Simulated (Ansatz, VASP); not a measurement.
H in VASP and in Ansatz

Contents of INCAR:

```
SYSTEM = H
PREC = Accurate
ENCUT = 520
EDIFF = 1E-7
ISMEAR = 0
SIGMA = 0.02
LREAL = .FALSE.
LASPH = .TRUE.
NELM = 100
ALGO = Normal
ISIF = 2
LWAVE = .FALSE.
LCHARG = .TRUE.
GGA = PE
LELF = .TRUE.
LVHAR = .TRUE.
NBANDS = 10
```

File KPOINTS:

```
regular mesh
0
G
  8 8 4
  0 0 0
```

POSCAR

```
H
1.0
    1.6485318600     -2.7316882300      0.0000000000
    1.6485318600      2.7316882300      0.0000000000
    0.0000000000      0.0000000000      6.3137686200
H
4
Direct
    0.5678085000      0.4321915000      0.9995149500
    0.4321915000      0.5678085000      0.0147396110
    0.4321915000      0.5678085000      0.4995149500
    0.5678085000      0.4321915000      0.5004850500
```

Input for Ansatz:

```yaml
crystal:
  lattice:
    - [1.64853186, -2.73168823, 0.0]
    - [1.64853186, 2.73168823, 0.0]
    - [0.0, 0.0, 6.31376862]
  atoms:
    - { symbol: H, position: [0.5678085, 0.4321915, 0.99951495] }
    - { symbol: H, position: [0.4321915, 0.5678085, 0.014739611] }
    - { symbol: H, position: [0.4321915, 0.5678085, 0.49951495] }
    - { symbol: H, position: [0.5678085, 0.4321915, 0.50048505] }
basis:
  ecutwfc: 420
kpoints:
  mp_grid: { grid: [8, 8, 4] }
hamiltonian:
  xc: pbe
scf:
  occupations: { method: gaussian, width: 0.02 }
output:
  forces: true
  stress: true
  eigenvalues: true
  populations: true
```

Change from the starting cell: one atom moved.

Alike in both runs: task single point; functional PBE; k mesh 8 × 8 × 4; occupations gaussian, width 0.02 eV; no spin polarisation.

|  | VASP | Ansatz |
| --- | --- | --- |
| version | VASP 6.6.1 | Ansatz 0.2.0 |
| potentials or method | VASP PAW PBE potentials, release 64 (H) | scalar-relativistic, plane waves, PAW |
| plane-wave cutoff (eV) | 520 | 420 |
| valence electrons in the cell | 4 | 4 |

```csv
,VASP,Ansatz,Ansatz less VASP
gap on the k mesh at the Fermi level (eV),8.29,8.29,0.000
least direct gap on the mesh (eV),8.29,8.29,+0.001
pressure (GPa),0.3,0.5,+0.19
largest component of the traceless stress (GPa),0.47,0.53,+0.059
rms of the force components (eV/Å),0.129,0.135,+0.0063
```

Atom by atom the forces differ by 0.007 eV/Å (rms over components).

A k mesh can miss the band edges.
